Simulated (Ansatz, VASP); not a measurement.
## In: VASP beside Ansatz

INCAR

```
SYSTEM = In
PREC = Accurate ; ENCUT = 520
EDIFF = 1E-7 ; ISMEAR = 0
SIGMA = 0.1 ; LREAL = .False.
LASPH = .True. ; NELM = 60
ALGO = Fast ; ISIF = 2
LWAVE = .False. ; LCHARG = .False.
GGA = PE ; NBANDS = 12
```

The input KPOINTS:

```
Automatic mesh
0
Gamma
  16 16 16
  0 0 0
```

POSCAR

```
In
1.0
   -1.7142873300      1.7142873300      2.7159517890
    1.7142873300     -1.7142873300      2.7159517890
    1.5634456560      1.5634456560     -2.7159517890
In
1
Direct
    0.0000000000      0.0000000000      0.0000000000
```

Input for Ansatz:

```yaml
crystal:
  lattice:
    - [-1.71428733, 1.71428733, 2.715951789]
    - [1.71428733, -1.71428733, 2.715951789]
    - [1.563445656, 1.563445656, -2.715951789]
  atoms:
    - { symbol: In, position: [0.0, 0.0, 0.0] }
basis:
  ecutwfc: 420
kpoints:
  mp_grid: { grid: [16, 16, 16] }
hamiltonian:
  xc: pbe
scf:
  occupations: { method: gaussian, width: 0.1 }
output:
  forces: true
  stress: true
  eigenvalues: true
```

Alike in both runs: task single point; functional PBE; k mesh 16 × 16 × 16; occupations gaussian, width 0.1 eV; no spin polarisation.

|  | VASP | Ansatz |
| --- | --- | --- |
| version | VASP 6.6.1 | Ansatz 0.2.0 |
| potentials or method | VASP PAW PBE potentials, release 64 (In_d) | scalar-relativistic, plane waves, PAW |
| plane-wave cutoff (eV) | 520 | 420 |
| valence electrons in the cell | 13 | 13 |

VASP gave:

```
gap on the k mesh at the Fermi level (eV)       : none
pressure (GPa)                                  : -1.7
largest component of the traceless stress (GPa) : 0.41
```

Q: Which values does Ansatz return?

A: gap on the k mesh at the Fermi level (eV): none; pressure (GPa): -1.6; largest component of the traceless stress (GPa): 0.40.

A gap of «none» marks a metal or a gap that the smearing closes.
